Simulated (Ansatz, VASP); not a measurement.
# AlInSb2 (alpha-NaFeO2 type (invented)) in two plane-wave programs

One calculation is typed for both programs; each brings its own data sets. How far apart do they land? The cell is generated by rule, not measured, and may not be a known phase. The cell is taken from a series of runs on this material, whose earlier steps may have relaxed, scaled, displaced or heated it; both programs get it as it stands.

Method: plane waves, with VASP 6.6.1 beside it; relaxation of cell and atoms at PBE, in Ansatz 0.2.0.

## Step 1: Starting point

The structure is trigonal, space group R-3m (No. 166). Conventional cell: a = 4.081 Å, b = 4.081 Å, c = 21.953 Å, α = 90.00°, β = 90.00°, γ = 120.00°. Al has 6 Sb at 2.86 Å nearest. Nearest to In lie 6 Sb at 3.12 Å. Sb has 3 Al at 2.86 Å and 3 In at 3.12 Å nearest. Farther neighbours are not listed.

## Step 2: Ansatz: relaxation of cell and atoms, PBE

Ansatz runs on its default PAW (the set named soft_2) files.

The relaxed volume is the usual yardstick between codes: in a stiff, nearly cubic crystal its relative difference is about their pressure difference at one cell divided by the bulk modulus.

Input file input.yaml:

```yaml
crystal:
  lattice:
    - [2.0407125841, 1.1782059598, 7.3176574639]
    - [-2.0407125841, 1.1782059598, 7.3176574639]
    - [0.0, -2.3564119195, 7.3176574639]
  atoms:
    - { symbol: Al, position: [1.0, 0.0, 0.0] }
    - { symbol: In, position: [0.5, 0.5, 0.5] }
    - { symbol: Sb, position: [0.2596878499, 0.2596878499, 0.2596878499] }
    - { symbol: Sb, position: [0.7403121501, 0.7403121501, 0.7403121501] }
kpoints:
  mp_grid: { grid: [12, 12, 12] }
hamiltonian:
  xc: pbe
scf:
  occupations: { method: gaussian, width: 0.1 }
output:
  forces: true
  stress: true
  eigenvalues: true
relax:
  adjacent_minimum: "off"
  f_tol: 0.005
  max_steps: 80
  cell: { stress_tol: 0.05 }
```

Run with:

```bash
> ansatz run input.yaml --threads 2 --pin off --max-ram 5120MiB --backend cpu --events-out ev --progress --plain --runs-dir out
```

Numbers of over 12 decimals in the logs are rounded to 6 here.

The program printed:

```text
basis.fft_grid_basis auto: the FFT boxes are laid along the combinations [[1, 0, -1], [0, 1, -1], [0, 0, 1]] of the cell's own vectors, 4.081, 4.081 and 7.688 Å long. The dense box has 30×30×54 points. Along the cell's own vectors, as sized, it would have 54×54×54, 3.24 times as many. Of the 12 symmetry operations that the crystal satisfies within crystal.symmetry.tolerance (time reversal apart; of a slab, those that [...]
Engine: ansatz 0.2.0, aarch64-unknown-linux-gnu
Pseudopotentials: kind: paw
Pseudopotential: Al, paw, valence charge 3, recommended cutoff 420 eV (normal), Al.paw.azcp
Pseudopotential: In, paw, valence charge 13, recommended cutoff 420 eV (normal), In.paw.azcp
Pseudopotential: Sb, paw, valence charge 15, recommended cutoff 420 eV (normal), Sb.paw.azcp
Functional definition: PBE
  parameter kappa = 0.804
  parameter beta = 0.066725
  exchange = pbe_x(kappa = kappa, mu = beta*pi^2/3)
  correlation = pbe_c(beta = beta)
Crystal: 4 atoms, lattice volume = 105.567 Å³
Basis set: ecut = 420 eV, 2041 PW (Γ), FFT grids on a1−a3, a2−a3, a3, exchange–correlation on 60×60×108 points (8 copies of the dense FFT grid, shifted against one another)
Bands: 28, of which v1, the nominal top of the filled ones, is band 23 counted from 1 (22 counted from 0)
Symmetry: 12 space group operations
Space group: R-3m (ITA 166), of the structure as read, at distance tolerance 4.7e-5 Å
k-points: 189 of 1728
Non-local potential: Al, projectors of the file, l = 0: 2, l = 1: 2, l = 2: 1
Non-local potential: In, projectors of the file, l = 0: 2, l = 1: 2, l = 2: 2, l = 3: 2
Non-local potential: Sb, projectors of the file, l = 0: 2, l = 1: 2, l = 2: 2, l = 3: 2
PAW form: soft (Blöchl's): semilocal exchange-correlation on the pseudo side does not see the compensation charge
PAW one-centre angular grid: Al, 110 points (default); XC on 64 Gauss nodes
PAW one-centre angular grid: In, 590 points (default); XC on 64 Gauss nodes
PAW one-centre angular grid: Sb, 590 points (default); XC on 64 Gauss nodes
Initial density: superposition of atomic densities (neutral atoms: chi_scale 0, normalization atom), corrected by the library's trained network
Initial wavefunctions: pseudopotential atomic-orbital guess
Functional: x = pbe(κ = 0.804, μ = 0.219515), c = pbe(β = 0.066725)
SCF iter   1: F=—  HF=-19104.233475 eV  |F-HF|=—  |Δ(HF+E_count)|=         —  Δρ=1.84e-3  dr2=5.59e-3  ethr=1.77e-3  ⟨swp⟩=6.5  Hψ=24163  notcnv=0
preconditioner: auto → Kerker (q_TF=auto, 2.376 Å⁻¹)  [metal: Δε(μ)=0.014 eV  Ē_g=11.083 eV  σ=0.100 eV  W_gap=0.08  n_scr=28 (ndim 8)  ℏωp=18.4 eV  f_vac=0.000  D(μ)=2.41/eV (n_scr^D=16)]
SCF iter   2: F=—  HF=-19104.230677 eV  |F-HF|=—  |Δ(HF+E_count)|=   2.80e-3  Δρ=1.30e-3  dr2=3.27e-3  ethr=1.21e-5  ⟨swp⟩=2.0  Hψ=10956  notcnv=0
SCF iter   3: F=—  HF=-19104.230327 eV  |F-HF|=—  |Δ(HF+E_count)|=   3.49e-4  Δρ=7.15e-4  dr2=3.28e-4  ethr=7.11e-6  ⟨swp⟩=2.0  Hψ=9529  notcnv=0
SCF iter   4: F=—  HF=-19104.230164 eV  |F-HF|=—  |Δ(HF+E_count)|=   1.63e-4  Δρ=3.78e-4  dr2=1.12e-4  ethr=7.12e-7  ⟨swp⟩=2.0  Hψ=8469  notcnv=0
SCF iter   5: F=—  HF=-19104.230121 eV  |F-HF|=—  |Δ(HF+E_count)|=   4.34e-5  Δρ=8.35e-5  dr2=8.66e-6  ethr=2.42e-7  ⟨swp⟩=2.0  Hψ=9527  notcnv=0
SCF iter   6: F=—  HF=-19104.230125 eV  |F-HF|=—  |Δ(HF+E_count)|=   4.27e-6  Δρ=4.04e-5  dr2=1.68e-6  ethr=1.88e-8  ⟨swp⟩=2.1  Hψ=6888  notcnv=0
SCF iter   7: F=—  HF=-19104.230125 eV  |F-HF|=—  |Δ(HF+E_count)|=   5.14e-7  Δρ=1.75e-5  dr2=2.87e-7  ethr=3.66e-9  ⟨swp⟩=2.9  Hψ=9653  notcnv=0
SCF iter   8: F=-19104.230125 eV  HF=-19104.230125 eV  |F-HF|=8.74e-8  |Δ(HF+E_count)|=   9.14e-8  Δρ=9.05e-6  dr2=7.86e-8  ethr=2.17e-10  ⟨swp⟩=6.2  Hψ=19483  notcnv=0
SCF 1 converged in 8 iterations: F = -19104.230125 eV  dr2 = 7.86e-8
  greatest PAW one-centre occupation: 0.996 electrons in one spin orbital (limit 2), on the Sb atom at site 3 (counted from 0), in its partial waves of l = 2
relax step   1: F+E_penalty+E_count = -19104.23012453 eV  Δ(F+E_penalty+E_count) = +0.000e0 eV  max|allowed force component| = 8.212e-3 eV/Å  Δτ_max = 0.0000 Å  P = +0.225 GPa  Ω = 105.567 Å³  (8 SCF iters, dr2 threshold 1.00e-7 eV, accepted)
[...]
relax step   3: F+E_penalty+E_count = -19104.23897658 eV  Δ(F+E_penalty+E_count) = -2.825e-3 eV  max|allowed force component| = 3.535e-2 eV/Å  Δτ_max = 0.0003 Å  P = -0.069 GPa  Ω = 106.264 Å³  energy of the carried Pulay correction = -1.690e-4 eV  (5 SCF iters, dr2 threshold 4.00e-7 eV, accepted)
[...]
relax step   4: F+E_penalty+E_count = -19104.23927118 eV  Δ(F+E_penalty+E_count) = -2.946e-4 eV  max|allowed force component| = 1.784e-2 eV/Å  Δτ_max = 0.0108 Å  P = -0.099 GPa  Ω = 106.218 Å³  energy of the carried Pulay correction = -1.580e-4 eV  (5 SCF iters, dr2 threshold 7.81e-8 eV, accepted)
[...]
relax step   5: F+E_penalty+E_count = -19104.23941480 eV  Δ(F+E_penalty+E_count) = -1.436e-4 eV  max|allowed force component| = 5.073e-5 eV/Å  Δτ_max = 0.0030 Å  P = -0.004 GPa  Ω = 106.056 Å³  energy of the carried Pulay correction = -1.188e-4 eV  (4 SCF iters, dr2 threshold 2.46e-8 eV, accepted)
[...]
relax step   6: F+E_penalty+E_count = -19104.23956155 eV  Δ(F+E_penalty+E_count) = -1.467e-4 eV  max|allowed force component| = 3.191e-5 eV/Å  Δτ_max = 0.0000 Å  P = -0.005 GPa  Ω = 106.056 Å³  stress off target by 6.44e-3 GPa  SCF on the basis re-selected at this cell (its energy is not comparable with the rows above)  (6 SCF iters)
basis re-selected at this cell: Δ(F+E_penalty+E_count) = -1.467e-4 eV, ΔP = -0.001 GPa vs the last step (what re-selecting the basis moved, of the pressure what is left beyond the Pulay correction that the steps carried, after the strain that the cell walked since its last selection, with what the two solves' SCF thresholds leave and, on support functions, any second-order correction that the steps lacked; it is no m [...]
SCF converged after 6 iterations
Free energy (F): -19104.239562 eV
Harris-Foulkes:  -19104.239562 eV  (|F-HF|=7.28e-12)
Internal energy: -19104.227215 eV  (E = F + TS)
E sigma→0 (E₀):  -19104.233388 eV
Entropy (-TS):   -0.012347 eV (-3.087 meV/atom)
Fermi energy:    8.964311 eV
--- Per-component energies (eV) ---
  E_band       = -375.025482
  E_kinetic    = 677.033492
  E_local      = -4553.973428  (includes V_loc(G=0)·N_el)
  E_nonlocal   = 1101.941799
  E_hartree    = 2007.520301
  E_xc         = -531.300385
  E_vxc        = -319.920691  (∫ρ·V_xc dr)
  E_paw        = -13772.239798  (= ΣΔE_a)
  E_vpaw       = -1295.147307  (= ΣTr[D̂ρ^β])
  E_aug_tail   = 0.000021  (compensation charges beyond the density's cutoff)
  E_ewald      = -4033.209218
  E_smearing   = -0.012347  (= −TS)
  E_closure    = -0.000000  (closes the sum)
  Σ components = -19104.239562   (vs F -19104.239562, Δ=0.00e0)
--- Forces (eV/Å), atoms counted from 1 ---
  atom   1  Al     0.00000000     0.00000000     0.00000000
  atom   2  In     0.00000000     0.00000000     0.00000000
  atom   3  Sb     0.00000000     0.00000000     0.00003191
  atom   4  Sb     0.00000000    -0.00000000    -0.00003191
  max |Σ_I F_I| component: 1.31e-31 eV/Å
--- Stress (GPa, compression-positive) ---
       -0.004283      -0.000000      -0.000000
       -0.000000      -0.004283      -0.000000
       -0.000000      -0.000000      -0.006438
  P = ⅓ Tr σ = -0.0050 GPa (-0.050 kbar)
--- Band table (eV; the first three rows and the last of 189) ---
  k-point 0: bands = [... 19 lower, 9.1596, 9.1596, 9.2033, 9.2033, 9.2080, 11.7022, 11.7179, 11.7179, ... 1 higher]
  k-point 1: bands = [... 19 lower, 8.3303, 8.8012, 8.9002, 9.2594, 10.1199, 11.1799, 11.9792, 12.3039, ... 1 higher]
  k-point 2: bands = [... 19 lower, 7.1573, 8.3282, 8.7214, 9.0279, 10.0816, 11.4154, 12.6114, 12.6205, ... 1 higher]
  k-point 188: bands = [... 19 lower, 9.0389, 9.0389, 9.2056, 9.2056, 11.3443, 11.7240, 12.8900, 12.8900, ... 1 higher]
--- Relaxed structure (5 steps of the walk, 5 accepted, 1 SCFs on fresh bases) ---
  F+E_penalty+E_count = -19104.23956155 eV   max|allowed force component| = 3.191e-5 eV/Å   (the final SCF, on the basis selected at the relaxed cell)
  cell:  # Å, volume = 106.0562 Å³
    - [2.077552, 1.199475, 7.093190]
    - [-2.077552, 1.199475, 7.093190]
    - [0, -2.398951, 7.093190]
  atoms:
    - { symbol: Al, position: [1.0, 0.0, 5.551115123125783e-17] }
    - { symbol: In, position: [0.5, 0.5, 0.5] }
    - { symbol: Sb, position: [0.259634, 0.259634, 0.259634] }
    - { symbol: Sb, position: [0.740366, 0.740366, 0.740366] }
```

## Step 3: VASP: relaxation of cell and atoms, PBE

The same cell, functional, mesh and smearing now go to VASP, with its own data sets.

Lines of VASP's logs that name or quote its potential files are left out, and so is its time.

Input file INCAR:

```
SYSTEM = AlInSb2
PREC = Accurate
ENCUT = 500
EDIFF = 1E-07
NELM = 120
ISMEAR = 0
SIGMA = 0.1
LREAL = .FALSE.
ALGO = Normal
GGA = PE
NBANDS = 19
LORBIT = 11
LWAVE = .FALSE.
LCHARG = .FALSE.
ISIF = 3
IBRION = 2
NSW = 80
EDIFFG = -0.005
LASPH = .TRUE.
GGA_COMPAT = .FALSE.
NELMIN = 4
KPAR = 2
```

Input file POSCAR:

```
AlInSb2
1.0
    2.0407130000      1.1782060000      7.3176570000
   -2.0407130000      1.1782060000      7.3176570000
    0.0000000000     -2.3564120000      7.3176570000
Al In Sb
1 1 2
Direct
    0.0000000000      0.0000000000      0.0000000000
    0.5000000228      0.5000000228      0.5000000228
    0.2596878573      0.2596878573      0.2596878573
    0.7403121883      0.7403121883      0.7403121883
```

Input file KPOINTS:

```
Automatic mesh
0
Gamma
12 12 12
0 0 0
```

Potentials, in the order of the species: Al, In_d and Sb (PBE family, release 64).

Run with:

```bash
> mpirun -np 2 vasp_std
```

The program printed:

```text
[banner, memory and clock lines left out]
running    2 mpi-ranks, on    1 nodes
 distrk:  each k-point on    1 cores,    2 groups
 distr:  one band on    1 cores,    1 groups

 POSCAR found type information on POSCAR AlInSb
 POSCAR found :  3 types and       4 ions
 LDA part: xc-table for (Slater+PW92), standard interpolation
 POSCAR, INCAR and KPOINTS ok, starting setup
 FFT: planning ... GRIDC
 FFT: planning ... GRID_SOFT
 FFT: planning ... GRID
 WAVECAR not read
 entering main loop
       N       E                     dE             d eps       ncg     rms          rms(c)
DAV:   1     0.161076279497E+03    0.16108E+03   -0.10304E+04  7182   0.122E+03
DAV:   2    -0.130327886960E+01   -0.16238E+03   -0.15819E+03  7654   0.289E+02
DAV:   3    -0.141788089547E+02   -0.12876E+02   -0.12583E+02  9089   0.852E+01
DAV:   4    -0.145848114904E+02   -0.40600E+00   -0.40281E+00  8604   0.158E+01
DAV:   5    -0.146022395635E+02   -0.17428E-01   -0.17423E-01 10592   0.342E+00    0.414E+00
DAV:   6    -0.144811351231E+02    0.12110E+00   -0.40563E-01  9326   0.642E+00    0.245E+00
DAV:   7    -0.144800513285E+02    0.10838E-02   -0.74108E-02  8726   0.177E+00    0.773E-01
DAV:   8    -0.144803350562E+02   -0.28373E-03   -0.59889E-03  8655   0.730E-01    0.265E-01
DAV:   9    -0.144805416967E+02   -0.20664E-03   -0.10268E-03  8379   0.188E-01    0.733E-02
DAV:  10    -0.144805566376E+02   -0.14941E-04   -0.11915E-04  9686   0.625E-02    0.517E-02
DAV:  11    -0.144805636240E+02   -0.69865E-05   -0.20352E-05  8422   0.257E-02    0.166E-02
DAV:  12    -0.144805659811E+02   -0.23570E-05   -0.43382E-06  9221   0.118E-02    0.595E-03
DAV:  13    -0.144805656469E+02    0.33420E-06   -0.66530E-07  8086   0.525E-03    0.165E-03
DAV:  14    -0.144805653496E+02    0.29728E-06   -0.16308E-07  6185   0.308E-03    0.128E-03
DAV:  15    -0.144805653218E+02    0.27801E-07   -0.23664E-08  4347   0.181E-03
   1 F= -.14480565E+02 E0= -.14474507E+02  d E =-.144806E+02
[... from here on, the cycles between the ionic steps are left out ...]
   2 F= -.14483266E+02 E0= -.14477181E+02  d E =-.270046E-02
   3 F= -.14484159E+02 E0= -.14478033E+02  d E =-.359389E-02
   4 F= -.14485889E+02 E0= -.14479791E+02  d E =-.172954E-02
   6 F= -.14488965E+02 E0= -.14482547E+02  d E =-.480549E-02
   7 F= -.14489784E+02 E0= -.14483387E+02  d E =-.562480E-02
   8 F= -.14489876E+02 E0= -.14483692E+02  d E =-.571691E-02
   9 F= -.14489932E+02 E0= -.14483660E+02  d E =-.577243E-02
  10 F= -.14489932E+02 E0= -.14483676E+02  d E =-.577314E-02
  11 F= -.14490028E+02 E0= -.14483821E+02  d E =-.957286E-04
  12 F= -.14490037E+02 E0= -.14483845E+02  d E =-.104516E-03
  13 F= -.14490037E+02 E0= -.14483849E+02  d E =-.104974E-03
  14 F= -.14490070E+02 E0= -.14483899E+02  d E =-.330613E-04
 trial-energy change:   -0.000033  1 .order   -0.000034   -0.000042   -0.000026
 step:   2.5458(harm=  2.5458)  dis= 0.00299  next Energy=   -14.490093 (dE=-0.557E-04)
 bond charge predicted
       N       E                     dE             d eps       ncg     rms          rms(c)
DAV:   1    -0.144901025605E+02   -0.32138E-04   -0.29867E-03  7668   0.382E-01    0.299E-02
DAV:   2    -0.144900980742E+02    0.44863E-05   -0.14848E-04  8783   0.114E-01    0.175E-02
DAV:   3    -0.144900914735E+02    0.66007E-05   -0.12200E-05  9566   0.510E-02    0.637E-03
DAV:   4    -0.144900902345E+02    0.12390E-05   -0.19788E-06 10356   0.165E-02    0.336E-03
DAV:   5    -0.144900900211E+02    0.21343E-06   -0.95686E-08  4563   0.517E-03    0.160E-03
DAV:   6    -0.144900899555E+02    0.65613E-07   -0.17754E-07  5329   0.403E-03
  15 F= -.14490090E+02 E0= -.14483944E+02  d E =-.526376E-04
 curvature:  -1.92 expect dE=-0.219E-05 dE for cont linesearch -0.499E-08
 trial: gam= 0.01982 g(F)=  0.112E-06 g(S)=  0.103E-05 ort =-0.414E-06 (trialstep = 0.128E+01)
 search vector abs. value=  0.115E-05
 reached required accuracy - stopping structural energy minimisation
```

From OUTCAR (step 3):

```text
ion  position               nearest neighbor table
   1  0.000  0.000  0.000-   3 2.86   3 2.86   3 2.86   4 2.86   4 2.86   4 2.86
   2  0.500  0.500  0.500-   3 3.12   4 3.12   3 3.12   3 3.12   4 3.12   4 3.12
   3  0.260  0.260  0.260-   1 2.86   1 2.86   1 2.86   2 3.12   2 3.12   2 3.12
   4  0.740  0.740  0.740-   1 2.86   1 2.86   1 2.86   2 3.12   2 3.12   2 3.12

  LATTYP: Found a trigonal (rhomboedric) cell.
 ALAT       =     7.6877033564
 COS(alpha) =     0.8590709177

 Subroutine GETGRP returns: Found 12 space group operations
 (whereof 12 operations were pure point group operations)

The static configuration has the point symmetry D_3d.

 Found    189 irreducible k-points:

   k-points           NKPTS =    189   k-points in BZ     NKDIM =    189   number of bands    NBANDS=     19

   dimension x,y,z NGX =    56 NGY =   56 NGZ =   56
   dimension x,y,z NGXF=   112 NGYF=  112 NGZF=  112

   ENCUT  =  500.0 eV  36.75 Ry    6.06 a.u.  14.02 14.02 14.02*2*pi/ulx,y,z

   NELECT =      26.0000    total number of electrons

 k-points in reciprocal lattice and weights: Automatic mesh
   0.00000000  0.00000000  0.00000000       0.001
   0.08333333 -0.00000000  0.00000000       0.003
   0.16666667 -0.00000000  0.00000000       0.003
   0.25000000 -0.00000000  0.00000000       0.003
   0.33333333 -0.00000000  0.00000000       0.003
   0.41666667 -0.00000000  0.00000000       0.003
   0.50000000 -0.00000000  0.00000000       0.002
   0.08333333  0.08333333  0.00000000       0.003
   0.16666667  0.08333333  0.00000000       0.007
[...]
-0.41666667  0.50000000  0.41666667       0.003
   0.50000000  0.50000000  0.50000000       0.001

 average (electrostatic) potential at core
       1 -74.0825       2 -94.5289       3 -85.7215       4 -85.7215

 E-fermi :   6.6980

 k-point     1 :       0.0000    0.0000    0.0000
  band No.  band energies     occupation
    ...
      5      -7.6943      2.00000
      6      -4.5306      2.00000
      7      -2.6120      2.00000
      8       0.0603      2.00000
      9       6.5180      1.98910
     10       6.8967      0.00495
     11       6.8967      0.00495
     12       6.9397      0.00063
     13       6.9456      0.00046
     14       6.9456      0.00046
    ...

 k-point     2 :       0.0833   -0.0000    0.0000
  band No.  band energies     occupation
    ...
      8       0.1519      2.00000
      9       5.7619      2.00000
     10       6.0685      2.00000
     11       6.5408      1.97377
     12       6.6278      1.67945
     13       6.9977      0.00002
     14       7.8532      0.00000
     15       8.9112      0.00000
     16       9.7082      0.00000
     17      10.0409      0.00000
    ...

 k-point     3 :       0.1667   -0.0000    0.0000
  band No.  band energies     occupation
    ...
      8       0.4189      2.00000
      9       4.5342      2.00000
     10       4.8934      2.00000
     11       6.0672      2.00000
     12       6.4486      1.99958
     13       6.7644      0.34768
     14       7.8161      0.00000
     15       9.1437      0.00000
     16      10.3345      0.00000
     17      10.3489      0.00000
    ...

  Total        0.0012182      0.0012182     -0.0090728      0.0000000      0.0000000      0.0000000
  in kB        0.0183880      0.0183880     -0.1369458      0.0000000      0.0000000      0.0000000
  external PRESSURE =      -0.0333899 kB  Pullay stress =       0.0000000 kB

  energy-cutoff  :      500.00
  volume of cell :      106.15
      direct lattice vectors                 reciprocal lattice vectors
     2.077599000  1.199502131  7.098870656     0.240662419  0.138946537  0.046955826
    -2.077599000  1.199502131  7.098870656    -0.240662419  0.138946537  0.046955826
     0.000000000 -2.399004262  7.098870656     0.000000000 -0.277893073  0.046955826

 POSITION                                       TOTAL-FORCE (eV/Angst)
 -----------------------------------------------------------------------------------
      0.00000     -0.00000      0.00000         0.000000      0.000000     -0.000000
      0.00000      0.00000     10.64831         0.000000      0.000000     -0.000000
      0.00000      0.00000      5.52815         0.000000     -0.000000     -0.001079
      0.00000      0.00000     15.76847         0.000000      0.000000      0.001079
 -----------------------------------------------------------------------------------
    total drift:                                0.000000     -0.000000     -0.000356

  FREE ENERGIE OF THE ION-ELECTRON SYSTEM (eV)
  ---------------------------------------------------
  free  energy   TOTEN  =       -14.4900899555 eV

  energy  without entropy=      -14.4777989312  energy(sigma->0) =      -14.48394444

 reached required accuracy - stopping structural energy minimisation

 total charge
# of ion       s       p       d       tot
------------------------------------------
    1        0.427   0.308   0.000   0.735
    2        0.953   0.502   9.859  11.314
    3        1.175   1.228   0.028   2.431
    4        1.175   1.228   0.028   2.431
--------------------------------------------------
tot          3.729   3.266   9.916  16.911

[... 3 further parts left out ...]
```

The run keeps the 12 symmetry operations of its start, so it cannot find a distortion of lower symmetry.

## Step 4: Differences

Known differences besides the potentials themselves: the data sets hold 46 valence electrons in Ansatz (on its default PAW (the set named soft_2) files) and 26 in VASP; the cutoff is 420 eV in Ansatz and 500 eV in VASP; Ansatz adds a Pulay correction to the stress that steers its cell, VASP none. Total energies have different zeros and are not compared.

Compared:

```csv
quantity,Ansatz,VASP,difference
volume (Å³),106.06,106.15,-0.08 %
"edge a after relaxation, in the typed setting (Å)",7.488,7.493,-0.07 %
```

## Step 5: Outcome

```json
{
  "difference in volume (relaxation of cell and atoms, PBE)": "-0.084 %"
}
```

**Reading.** The difference in volume is -0.084 % (relaxation of cell and atoms, PBE), within the 1.2 % picked in this series as the mark of a large difference, as far as the stopping tolerances let one tell. The data sets hold unlike numbers of valence electrons (46 in Ansatz and 26 in VASP), so part of the differences comes from the potentials. 1 further run of this series is not shown here. How closely two codes agree says nothing of how well the functional describes the real material.

[Lines on the potential files, build, host, timing and source positions are cut from VASP's logs without a mark.]

[Logs are printed without paths, hosts, clocks, repeated set-up lines and the standing remarks that a program may print on its own settings, such as how far it seeks lower states.]

[Hosts, paths, dates, database ids (printed as entryN), source tags and the programs' standing remarks are cut or masked in the printed files.]
